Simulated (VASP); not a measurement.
# SiC (Moissanite) (P6_3mc) in VASP: further runs

One crystal, SiC (Moissanite), is run at these levels: PBEsol, PBE; tasks: equation of state.

All numbers are computed with VASP 6.6.1; they aren't measurements. Logs are shortened: lines on timing, memory, paths and dates and some standing lists are left out, and cuts for length are marked.

## Step 1: The crystal as given

It takes space group P6_3mc (No. 186, hexagonal). The conventional cell has a = 3.076 Å, b = 3.076 Å, c = 5.048 Å, α = 90.00°, β = 90.00°, γ = 120.00°. Around Si (site symmetry 3m) lie 4 C at 1.87 to 1.94 Å. Around C (site symmetry 3m) lie 4 Si at 1.87 to 1.94 Å.

## Step 2: Equation of state, PBEsol, 9.72 Å³/atom (volume scaled by 0.94)

File INCAR:

```
  PREC = Accurate
  ENCUT = 520
  EDIFF = 1E-7
  ISMEAR = -1
  SIGMA = 0.05
  LREAL = F
  LASPH = T
  NELM = 100
  ALGO = Normal
  ISIF = 2
  LWAVE = F
  LCHARG = F
  GGA = PS
  NBANDS = 16
```

File KPOINTS:

```
Automatic mesh
0
Gamma
  10 10 5
```

File POSCAR:

```
SiC
1.0
    3.0132068704      0.0000000000      0.0000000000
   -1.5066034352      2.6095136966      0.0000000000
    0.0000000000      0.0000000000      4.9449506768
Si C
2 2
Direct
    0.6666666667      0.3333333333      0.5000000000
    0.3333333333      0.6666666667      0.0000000000
    0.6666666667      0.3333333333      0.8850000000
    0.3333333333      0.6666666667      0.3850000000
```

Potentials or basis: VASP PAW PBE potentials, release 64 (Si, C).

Command:

```bash
> cat potpaw_PBE.64/Si/POTCAR potpaw_PBE.64/C/POTCAR > POTCAR
> mpirun -np 1 vasp_std > vasp.out
```

OUTCAR:

```text
PREC = Accurate
   ENCUT = 520
   EDIFF = 1E-7
   ISMEAR = -1
   LREAL = F
   LASPH = T
   NELM = 100
   ISIF = 2
   GGA = PS

 Found     42 irreducible k-points:

 Following reciprocal coordinates:
            Coordinates               Weight
  0.000000  0.000000  0.000000      1.000000
  0.100000  0.000000  0.000000      6.000000
  0.200000  0.000000  0.000000      6.000000
  0.300000  0.000000  0.000000      6.000000
  0.400000  0.000000  0.000000      6.000000
  0.500000  0.000000  0.000000      3.000000
   k-points           NKPTS =     42   k-points in BZ     NKDIM =     42   number of bands    NBANDS=     16
   number of dos      NEDOS =    301   number of ions     NIONS =      4
   total plane-waves  NPLWV =  23040
   dimension x,y,z NGX =    24 NGY =   24 NGZ =   40
   dimension x,y,z NGXF=    48 NGYF=   48 NGZF=   80
   ions per type =               2   2
   NGX,Y,Z   is equivalent  to a cutoff of  13.24, 13.24, 13.45 a.u.
   NGXF,Y,Z  is equivalent  to a cutoff of  26.48, 26.48, 26.90 a.u.
 SYSTEM =  unknown system
   PREC   = accura    normal or accurate (medium, high low for compatibility)
   ISTART =      0    job   : 0-new  1-cont  2-samecut
   ICHARG =      2    charge: 1-file 2-atom 10-const
   ISPIN  =      1    spin polarized calculation?
   LNONCOLLINEAR =      F non collinear calculations
   LSORBIT =      F    spin-orbit coupling
   LASPH  =      T    aspherical Exc in radial PAW
   ENCUT  =  520.0 eV  38.22 Ry    6.18 a.u.   5.60  5.60  9.19*2*pi/ulx,y,z
   NELM   =    100;   NELMIN=  2; NELMDL= -5     # of ELM steps
   EDIFF  = 0.1E-06   stopping-criterion for ELM
   LREAL  =      F    real-space projection
   EDIFFG = 0.1E-05   stopping-criterion for IOM
   NSW    =      0    number of steps for IOM
   IBRION =     -1    ionic relax: 0-MD 1-quasi-New 2-CG
   NFREE  =      0    steps in history (QN), initial steepest desc. (CG)
   ISIF   =      2    stress and relaxation
   ISYM   =      2    0-nonsym 1-usesym 2-fastsym
   POTIM  = 0.5000    time-step for ionic-motion
   TEBEG  =    0.0;   TEEND  =   0.0 temperature during run
   PSTRESS=    0.0 pullay stress
   NELECT =      16.0000    total number of electrons
   NUPDOWN=      -1.0000    fix difference up-down
   EMIN   =  10.00;   EMAX   =-10.00  energy-range for DOS
   EFERMI =   0.00;   METHOD = LEGACY
   ISMEAR =    -1;   SIGMA  =   0.05  broadening in eV -4-tet -1-fermi 0-gaus
   EFERMI_NEDOS =   21; number of points for ismear=-14 and -15
   IALGO  =     38    algorithm
   IMIX   =      4    mixing-type and parameters
     AMIX     =   0.40;   BMIX     =  1.00
     AMIX_MAG =   1.60;   BMIX_MAG =  1.00
  volume/ion in A,a.u.               =       9.72        65.60
  Fermi-wavevector in a.u.,A,eV,Ry     =   1.217675  2.301072 20.173793  1.482732
  Thomas-Fermi vector in A             =   2.352987
   LORBIT       =      0    0 simple, 1 ext, 2 COOP (PROOUT), +10 PAW based schemes
   GGA     = PS    functional components
   LHFCALC =     F    Hartree Fock is set to
   AEXX    =    0.0000 exact exchange contribution
   IVDW    =     0    specifies the selected vdW correction
   LEPSILON=     F    determine dielectric tensor
   LRPA    =     F    only Hartree local field effects (RPA)
 non-spin polarized calculation
  energy-cutoff  :      520.00
  volume of cell :       38.88
 maximum number of plane-waves:      1087
 NGX is ok and might be reduce to    24
   NGX = 11   NGY = 11   NGZ = 19

 number of electron      15.9999999 magnetization

 Free energy of the ion-electron system (eV)
  ---------------------------------------------------
  ext. energy  EPLUGINS =         0.00000000
  ---------------------------------------------------
  free energy    TOTEN  =       -31.66067125 eV

  energy without entropy =      -31.66067125  energy(sigma->0) =      -31.66067125

 E-fermi :   9.9788     XC(G=0): -11.7658

 val. band max:        9.0698809496   @ k =   0.0000   0.0000   0.0000
 cond. band min:      11.2853484883   @ k =   0.3000   0.3000   0.0000
 fundamental gap:      2.2154675387
 Fermi energy:         9.9787976439

 k-point     1 :       0.0000    0.0000    0.0000
  band No.  band energies     occupation
      1      -7.1723      2.00000
      2      -3.3897      2.00000
      3      -0.0634      2.00000
      4       7.4860      2.00000
      5       7.4860      2.00000
      6       8.8028      2.00000
      7       8.8028      2.00000
      8       9.0699      2.00000
      9      14.1871      0.00000
     10      15.6746      0.00000
     11      15.8744      0.00000
     12      15.8744      0.00000
     13      17.1258      0.00000
     14      18.1539      0.00000
     15      18.1539      0.00000
     16      20.7219      0.00000

 k-point     2 :       0.1000    0.0000    0.0000
  band No.  band energies     occupation
      1      -6.9894      2.00000
      2      -3.2329      2.00000
      3       0.1104      2.00000
      4       6.5218      2.00000
      5       7.1754      2.00000
      6       8.1758      2.00000
      7       8.7045      2.00000
      8       8.9452      2.00000
      9      14.5592      0.00000
     10      15.5024      0.00000
     11      16.1056      0.00000
     12      16.2877      0.00000
     13      17.1959      0.00000
     14      17.9671      0.00000
     15      18.5939      0.00000
     16      19.2774      0.00000

 k-point     3 :       0.2000    0.0000    0.0000
  band No.  band energies     occupation
      1      -6.4469      2.00000
      2      -2.7816      2.00000
      3       0.6155      2.00000
      4       4.5524      2.00000
      5       6.5388      2.00000
      6       6.6988      2.00000
      7       8.3858      2.00000
      8       8.4999      2.00000
      9      13.6248      0.00000
     10      15.5881      0.00000
     11      16.4572      0.00000
     12      17.0221      0.00000
     13      17.0292      0.00000
     14      18.3203      0.00000
     15      18.8755      0.00000
     16      19.3124      0.00000

 k-point     4 :       0.3000    0.0000    0.0000
  band No.  band energies     occupation
      1      -5.5700      2.00000
      2      -2.1305      2.00000
      3       1.3133      2.00000
      4       2.6288      2.00000
      5       4.9565      2.00000
      6       5.9336      2.00000
      7       7.6032      2.00000
      8       7.9859      2.00000
      9      12.5876      0.00000
     10      14.2172      0.00000
     11      16.6658      0.00000
     12      16.9264      0.00000
     13      17.5630      0.00000
     14      18.8465      0.00000
     15      19.7177      0.00000
     16      20.7993      0.00000

 k-point     5 :       0.4000    0.0000    0.0000
  band No.  band energies     occupation
      1      -4.4407      2.00000
      2      -1.7315      2.00000
      3       0.9008      2.00000
      4       2.6738      2.00000
      5       3.3298      2.00000
      6       5.5271      2.00000
      7       6.3719      2.00000
      8       7.6829      2.00000
      9      11.8952      0.00000
     10      13.4625      0.00000
     11      16.3546      0.00000
     12      16.5661      0.00000
     13      18.3570      0.00000
     14      19.2730      0.00000
     15      20.5039      0.00000
     16      21.3440      0.00000

 k-point     6 :       0.5000    0.0000    0.0000
  band No.  band energies     occupation
      1      -3.6004      2.00000
      2      -2.1209      2.00000
      3       0.9006      2.00000
      4       2.3550      2.00000
      5       3.3723      2.00000
      6       5.3856      2.00000
      7       5.5729      2.00000
      8       7.5727      2.00000
      9      11.6550      0.00000
     10      13.2418      0.00000
     11      16.2085      0.00000
     12      16.4208      0.00000
     13      19.3134      0.00000
     14      19.4675      0.00000
     15      19.6445      0.00000
     16      21.5629      0.00000

 [... further k-points ...]

------------------------ aborting loop because EDIFF is reached ----------------------------------------

  FORCE on cell =-STRESS in cart. coord.  units (eV):
  Direction    XX          YY          ZZ          XY          YZ          ZX
  --------------------------------------------------------------------------------------
  -------------------------------------------------------------------------------------
  Total        4.5675598      4.5675598      2.6728403      0.0000000      0.0000000      0.0000000
  in kB      188.2107092    188.2107092    110.1369656      0.0000000      0.0000000      0.0000000
  external PRESSURE =     162.1861280 kB  Pullay stress =       0.0000000 kB

 VOLUME and BASIS-vectors are now :
 -----------------------------------------------------------------------------
  energy-cutoff  :      520.00
  volume of cell :       38.88
      direct lattice vectors                 reciprocal lattice vectors
     3.013206870  0.000000000  0.000000000     0.331872335  0.191606582  0.000000000
    -1.506603435  2.609513697  0.000000000     0.000000000  0.383213164  0.000000000
     0.000000000  0.000000000  4.944950677     0.000000000  0.000000000  0.202226486

 POSITION                                       TOTAL-FORCE (eV/Angst)
 -----------------------------------------------------------------------------------
      1.50660      0.86984      2.47248         0.000000      0.000000      0.854265
     -0.00000      1.73968      0.00000        -0.000000     -0.000000      0.854265
      1.50660      0.86984      4.37628        -0.000000      0.000000     -0.854265
     -0.00000      1.73968      1.90381         0.000000     -0.000000     -0.854265
 -----------------------------------------------------------------------------------
    total drift:                               -0.000000      0.000000     -0.000299

  FREE ENERGIE OF THE ION-ELECTRON SYSTEM (eV)
  ---------------------------------------------------
  free  energy   TOTEN  =       -31.6606712470 eV

  energy  without entropy=      -31.6606712469  energy(sigma->0) =      -31.66067125
```

It took 17 s on 1 thread of Intel Xeon Platinum 8488C (Sapphire Rapids), shared host; peak memory 0.16 GiB.

What came out:

```yaml
Free_energy: -31.6607 eV
Pressure: 16.2 GPa
Largest_force: 0.854 eV/Å
Band_gap_on_the_k_mesh: 2.22 eV, indirect (least direct gap 4.08 eV)
```

Caveat: the PAW data sets were made with another functional, which shifts forces and pressure a little; an odd mesh through Γ misses points on the zone boundary, where band edges often lie.

## Step 3: Equation of state, PBEsol, 9.93 Å³/atom (volume scaled by 0.96)

INCAR is that of step 2.

KPOINTS is that of step 2.

File POSCAR:

```
SiC
1.0
    3.0344273363      0.0000000000      0.0000000000
   -1.5172136681      2.6278911591      0.0000000000
    0.0000000000      0.0000000000      4.9797754205
Si C
2 2
Direct
    0.6666666667      0.3333333333      0.5000000000
    0.3333333333      0.6666666667      0.0000000000
    0.6666666667      0.3333333333      0.8850000000
    0.3333333333      0.6666666667      0.3850000000
```

Potentials or basis: VASP PAW PBE potentials, release 64 (Si, C).

Command:

```bash
> cat potpaw_PBE.64/Si/POTCAR potpaw_PBE.64/C/POTCAR > POTCAR
> mpirun -np 1 vasp_std > vasp.out
```

Run time: 18 s. Hardware: 1 thread of Intel Xeon Platinum 8488C (Sapphire Rapids), shared host; peak memory 0.16 GiB.

The run converged. Its results:

- Free energy: -31.7297 eV
- Pressure: 10.5 GPa
- Largest force: 0.818 eV/Å
- Band gap on the k mesh: 2.25 eV, indirect (least direct gap 4.04 eV)

Caveat: the PAW data sets were made with another functional, which shifts forces and pressure a little; an odd mesh through Γ misses points on the zone boundary, where band edges often lie.

[end of part 1 of 2]
